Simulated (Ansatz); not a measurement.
## MgO films: biaxial stress and wafer bow

Plane-wave DFT in Ansatz, r2SCAN, scalar-relativistic PAW potentials, cutoff 500 eV, no spin-orbit coupling; no spin polarisation. MgO in space group Fm-3m, strained equally along a and b of the conventional cell, with c and the atoms relaxed within the symmetry (a film with c along the normal). Stress is the in-plane mean, tension positive.

| strain (%) | stress (GPa) | E − E(0) (meV/atom) |
| --- | --- | --- |
| -3.0 | -12.64 | 20.5 |
| -2.0 | -7.91 | 8.8 |
| -1.0 | ? | 2.1 |
| +0.0 | -0.01 | 0.0 |
| +1.0 | 3.26 | 1.9 |
| +2.0 | 6.13 | 7.4 |
| +3.0 | 8.63 | 16.1 |

Problem. Fit the stress, get the biaxial modulus and predict the missing row.

Solution. A parabola through the given rows is σ = -0.02 + 3.533 ε -0.2198 ε² GPa (ε in %), so M = dσ/dε = 353 GPa at zero. It predicts -3.77 GPa at -1.0 %; the run gave -3.71 GPa. The miss is 0.06 GPa, so the fit holds. The negative square term means that the film is stiffer in compression than in tension. The energies check it: E/V = Mε² at small strain, and a cubic fit with V = 9.29 Å³/atom gives M = 351 GPa, in agreement.

Problem. How much does a 20 nm film at +0.2 % strain bow a 300 mm Si(001) wafer 775 μm thick?

Solution. The fit, without its small constant, gives σ = 0.70 GPa. Stoney's formula, κ = 6σt_f/(M_s t_s²) with M_s = 180.5 GPa for Si(001) (literature), gives |κ| = 0.77×10⁻³ m⁻¹ and a bow κr²/2 = 8.7 μm at r = 150 mm, with the film side concave (tension pulls the edges up). This assumes a single-crystal or fully textured, unrelaxed film at 0 K.

Cost: about 2.2 core-minutes for the runs cited, on Arm Neoverse V1 (shared hosts).

The stress rises faster under compression than under tension, and the energies show the same asymmetry: 20.5 meV/atom at -3.0 % against 16.1 meV/atom at +3.0 %. This is the usual anharmonicity of an ionic crystal. Shortening the in-plane Mg–O contacts brings in the steep overlap repulsion between closed-shell ions, whereas stretching them weakens that repulsion and leaves the softer, long-range Coulomb attraction to supply the restoring force. Relaxation of c relieves part of the load in both directions, so the biaxial modulus describes a film with a free surface, not one clamped along its normal.

At the strain used for the wafer, the quadratic term hardly matters. The predicted bow therefore depends mainly on the linear modulus and scales almost directly with the assumed strain, which in a real film is set by growth and thermal mismatch. Because rock-salt MgO is elastically anisotropic, the modulus applies to (001) films and should not be carried over to a (111) texture.
